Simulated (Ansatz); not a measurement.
# WS₂: relaxation of cell and atoms

Computed with Ansatz 0.2.0, DFT, PBE, PAW with Ansatz's default frozen-core files, scalar-relativistic.

Command: `ansatz run input.yaml --threads 1 --pin off --max-ram 3072MiB --backend cpu --events-out ev --progress --plain --runs-dir out` The run took 59 s on 1 thread of Arm Neoverse V1 (shared host).

```yaml
crystal:
  lattice:
    - [3.4412235146, 0.0, 0.0]
    - [-1.7206117573, 2.9801869838, 0.0]
    - [0.0, 0.0, 5.5059576234]
  atoms:
    - { symbol: W, position: [0.0, 0.0, 0.0] }
    - { symbol: S, position: [0.3333333333, 0.6666666667, 0.25] }
    - { symbol: S, position: [0.6666666667, 0.3333333333, 0.75] }
kpoints:
  mp_grid: { grid: [11, 11, 6] }
scf:
  occupations: { method: fermi_dirac, width: 0.05 }
hamiltonian:
  xc: pbe
  pseudopotentials: { kind: paw }
output:
  forces: true
  stress: true
relax:
  f_tol: 0.005
  max_steps: 80
  cell: {}
```

Spin–orbit coupling is left out, though it moves levels of the heavy atoms by tenths of an eV or more.

The cell is built from the CdI2 type as a first guess.

The cutoff is 420 eV; energies and pressures of the walk include the program's estimate of the Pulay term.

Each frame lists the cell vectors (Å), then Cartesian positions (Å) and forces (eV/Å). Free energies count from the first step, -12190.1879 eV.

The walk took 14 evaluations in all; steps that aren't listed are left out.

Step 1: E = 0.0 meV, P = 0.88 GPa

```
cell 3.4412 0.0000 0.0000 -1.7206 2.9802 0.0000 0.0000 0.0000 5.5060
W     0.0000    0.0000    0.0000     0.000   0.000   0.000
S     0.0000    1.9868    1.3765     0.000   0.000   0.957
S     1.7206    0.9934    4.1295     0.000   0.000  -0.957
```

Step 2: E = -246.7 meV, P = -2.52 GPa

```
cell 3.2755 0.0000 0.0000 -1.6377 2.8366 0.0000 0.0000 0.0000 5.7334
W     0.0000    0.0000    0.0000     0.000   0.000   0.000
S     0.0000    1.8911    1.5619     0.000   0.000  -0.619
S     1.6377    0.9455    4.1715     0.000   0.000   0.619
```

Step 3: E = -322.3 meV, P = 1.26 GPa

```
cell 3.2386 0.0000 0.0000 -1.6193 2.8047 0.0000 0.0000 0.0000 6.0023
W     0.0000    0.0000    0.0000     0.000   0.000   0.000
S     0.0000    1.8698    1.5486     0.000   0.000   0.033
S     1.6193    0.9349    4.4537     0.000   0.000  -0.033
```

Step 4: E = -349.6 meV, P = 0.46 GPa

```
cell 3.2288 0.0000 0.0000 -1.6144 2.7962 0.0000 0.0000 0.0000 6.2714
W     0.0000    0.0000    0.0000     0.000   0.000   0.000
S     0.0000    1.8642    1.5607     0.000   0.000   0.014
S     1.6144    0.9321    4.7107     0.000   0.000  -0.014
```

Step 5: E = -357.8 meV, P = 0.49 GPa

```
cell 3.2138 0.0000 0.0000 -1.6069 2.7832 0.0000 0.0000 0.0000 6.5002
W     0.0000    0.0000    0.0000     0.000   0.000   0.000
S     0.0000    1.8555    1.5703     0.000   0.000   0.038
S     1.6069    0.9277    4.9299     0.000   0.000  -0.038
```

Step 6: E = -358.2 meV, P = -0.11 GPa

```
cell 3.2195 0.0000 0.0000 -1.6098 2.7882 0.0000 0.0000 0.0000 6.5469
W     0.0000    0.0000    0.0000     0.000   0.000   0.000
S     0.0000    1.8588    1.5708     0.000   0.000  -0.013
S     1.6098    0.9294    4.9761     0.000   0.000   0.013
```

Step 7: E = -358.2 meV, P = 0.00 GPa

```
cell 3.2184 0.0000 0.0000 -1.6092 2.7872 0.0000 0.0000 0.0000 6.5488
W     0.0000    0.0000    0.0000     0.000   0.000   0.000
S     0.0000    1.8582    1.5706     0.000   0.000   0.000
S     1.6092    0.9291    4.9782     0.000   0.000   0.000
```

Step 8: E = -365.7 meV, P = 0.19 GPa (the cell of the step before, solved again on a basis chosen afresh, hence the jump)

```
cell 3.2184 0.0000 0.0000 -1.6092 2.7872 0.0000 0.0000 0.0000 6.5488
W     0.0000    0.0000    0.0000     0.000   0.000   0.000
S     0.0000    1.8582    1.5706     0.000   0.000  -0.003
S     1.6092    0.9291    4.9782     0.000   0.000   0.003
```

Step 9:

```
cell 3.2155 0.0000 0.0000 -1.6078 2.7847 0.0000 0.0000 0.0000 6.6727
W     0.0000    0.0000    0.0000
S     0.0000    1.8565    1.5732
S     1.6078    0.9282    5.0995
```

Step 10: E = -371.1 meV, P = 0.25 GPa

```
cell 3.2116 0.0000 0.0000 -1.6058 2.7813 0.0000 0.0000 0.0000 6.8831
W     0.0000    0.0000    0.0000     0.000   0.000   0.000
S     0.0000    1.8542    1.5743     0.000   0.000   0.029
S     1.6058    0.9271    5.3088     0.000   0.000  -0.029
```

Step 11: E = -371.2 meV, P = -0.25 GPa

```
cell 3.2119 0.0000 0.0000 -1.6059 2.7816 0.0000 0.0000 0.0000 6.9526
W     0.0000    0.0000    0.0000     0.000   0.000   0.000
S     0.0000    1.8544    1.5795     0.000   0.000  -0.049
S     1.6059    0.9272    5.3732     0.000   0.000   0.049
```

Step 12: E = -371.5 meV, P = 0.02 GPa

```
cell 3.2110 0.0000 0.0000 -1.6055 2.7808 0.0000 0.0000 0.0000 7.0404
W     0.0000    0.0000    0.0000     0.000   0.000   0.000
S     0.0000    1.8539    1.5770     0.000   0.000   0.001
S     1.6055    0.9269    5.4634     0.000   0.000  -0.001
```

**Question.** Give the energy and forces of step 9.

**Answer.** E = -368.7 meV, P = 0.12 GPa
```
W     0.0000    0.0000    0.0000     0.000   0.000   0.000
S     0.0000    1.8565    1.5732     0.000   0.000  -0.004
S     1.6078    0.9282    5.0995     0.000   0.000   0.004
```

**Question.** How does the relaxation end?

**Answer.** It converges, with a = 3.211 Å, b = 3.211 Å, c = 7.071 Å, α = 90.00°, β = 90.00°, γ = 120.00° (conventional cell, space group P-3m1). The last solve (on a basis chosen afresh for the final cell, so its energy is not quite comparable) gives E = -372.4 meV, P = 0.02 GPa:
```
cell 3.2110 0.0000 0.0000 -1.6055 2.7808 0.0000 0.0000 0.0000 7.0708
W     0.0000    0.0000    0.0000     0.000   0.000   0.000
S     0.0000    1.8539    1.5769     0.000   0.000   0.003
S     1.6055    0.9269    5.4940     0.000   0.000  -0.003
```
